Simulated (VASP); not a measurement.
## Cu: single point with PBE

Cu, a slab with vacuum:

```
Cu
1.0
     2.57084    0.00000    0.00000
    -1.28542    2.22641    0.00000
     0.00000    0.00000   19.19817
Cu
3
Direct
  0.66667 0.33333 0.39194
  0.33333 0.66667 0.50000
  0.00000 0.00000 0.60806
```

The slab is cut from a database's or a generator's crystal, which needn't be the stable form of the element.

| Item | Value |
| --- | --- |
| Program | VASP 6.6.1 |
| Task | single point |
| Functional | PBE |
| Potentials or basis | VASP PAW PBE potentials, release 64 (Cu) |
| Cutoff | 520 eV |
| k mesh | 15 × 15 × 1 |
| Occupations | methfessel-paxton, width 0.1 eV |
| Spin | no spin polarisation |

```json
{
  "Band gap on the k mesh": "none (metal or under the smearing width)",
  "Work function of the upper face": "4.61 eV",
  "Work function of the lower face": "4.61 eV"
}
```

Levels at points of the mesh, in eV from the Fermi level:
```csv
k point,band 15,band 16,band 17,band 18,band 19,band 20
"(0.00, 0.00, 0.00)",-1.96,-1.74,-1.74,-1.63,-0.16,4.04
```

Core levels (eV, on the scale of the bands):
```tsv
atom	levels
1 Cu	1s -8849.2, 2s -1061.4, 2p -915.9, 3s -113.1, 3p -70.4
2 Cu	1s -8849.4, 2s -1061.7, 2p -916.2, 3s -113.3, 3p -70.7
3 Cu	1s -8849.2, 2s -1061.4, 2p -915.9, 3s -113.1, 3p -70.4
```

It took 110 s on 1 thread of Intel(R) Xeon(R) Platinum 8259CL CPU @ 2.50GHz (Skylake/Cascade Lake) (shared host), peak memory 0.24 GiB.
